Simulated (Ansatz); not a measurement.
## ZnS: experiment and calculation

**Experimental background.**

From “Photocatalytic Degradation of Rhodamine B Dye and Hydrogen Evolution by Hydrothermally Synthesized NaBH4—Spiked ZnS Nanostructures”, 2022, pmc:9046778, for a bulk crystal of ZnS: lattice constant a 5.409 Å.

From “Electronic, vibrational, and thermodynamic properties of ZnS (zincblende and rocksalt structure)”, 2009, arxiv:0911.5022, for a bulk crystal of ZnS: band gap 3.85 eV (direct) at 19 K; bulk modulus 76.9 GPa.

From a printed reference work, monograph, for a bulk crystal of ZnS: high-frequency dielectric constant 5.14.

The results are compared with them further down.

These are results of DFT PBE, scalar-relativistic, plane waves, PAW (Ansatz), not measurements.

Cutoff 420 eV; k points 10×10×10 on the computed 2-atom cell (Γ-centred); Gaussian smearing, width 0.02 eV; no spin polarisation.

Relaxed structure, symmetry kept:

```cif
data_structure
_symmetry_space_group_name_H-M 'F-43m'
_symmetry_Int_Tables_number 216
_cell_length_a 5.4430
_cell_length_b 5.4430
_cell_length_c 5.4430
_cell_angle_alpha 90.000
_cell_angle_beta 90.000
_cell_angle_gamma 90.000
_cell_volume 161.25
loop_
_atom_site_label
_atom_site_type_symbol
_atom_site_symmetry_multiplicity
_atom_site_Wyckoff_symbol
_atom_site_fract_x
_atom_site_fract_y
_atom_site_fract_z
_atom_site_occupancy
Zn1 Zn 4 d 0.25000 0.25000 0.75000 1
S1 S 4 a 0.00000 0.00000 0.00000 1
```

```json
{
  "Space group": "F-43m (No. 216)",
  "Volume per atom": "20.16 Å³",
  "Formation energy from the elements' standard states (uncorrected)": "-0.822 eV/atom",
  "Kohn–Sham band gap": "2.02 eV, direct at Γ",
  "Löwdin character of the top 1 eV of the valence band": "S 3p 88 %, Zn 3d 8 %",
  "Löwdin character of the lowest 1 eV of the conduction band": "Zn 4s 57 %, S 3s 26 %, S 3p 15 %",
  "Electron masses at the edge by Cartesian direction of the standard setting (m_e; degenerate bands sorted by energy; no spin-orbit coupling)": "x: 0.17; y: 0.17; z: 0.17",
  "Hole masses at the edge by Cartesian direction of the standard setting (m_e; degenerate bands sorted by energy; no spin-orbit coupling)": "x: 0.72, 0.72, 0.18; y: 0.72, 0.72, 0.18; z: 0.72, 0.72, 0.18",
  "Bulk modulus": "69 GPa",
  "Its pressure derivative": "4.4",
  "Electronic dielectric constant xx, yy, zz of the standard setting (independent particles)": "6.3, 6.3, 6.3",
  "Bader charges (e)": "Zn (1 in the cell) 0.89, S (1 in the cell) -0.89"
}
```

A measured lattice constant a of ZnS is 5.409 Å (quoted in the paper above); the calculated 5.443 Å misses it by +0.6 %. The calculation is for 0 K without zero-point motion. A measured band gap of ZnS is 3.85 eV (direct; 19 K; quoted in the paper above); the calculated 2.02 eV misses it by -1.83 eV. Kohn–Sham gaps of semilocal functionals fall short of measured ones as a rule. Against the measured bulk modulus of ZnS, 76.9 GPa (quoted in the paper above), the calculated 69 GPa is off by -9.7 %. Against the measured high-frequency dielectric constant of ZnS, 5.14 (a printed reference work, monograph), the calculated 6.32 is off by +22.9 %. Local fields are left out.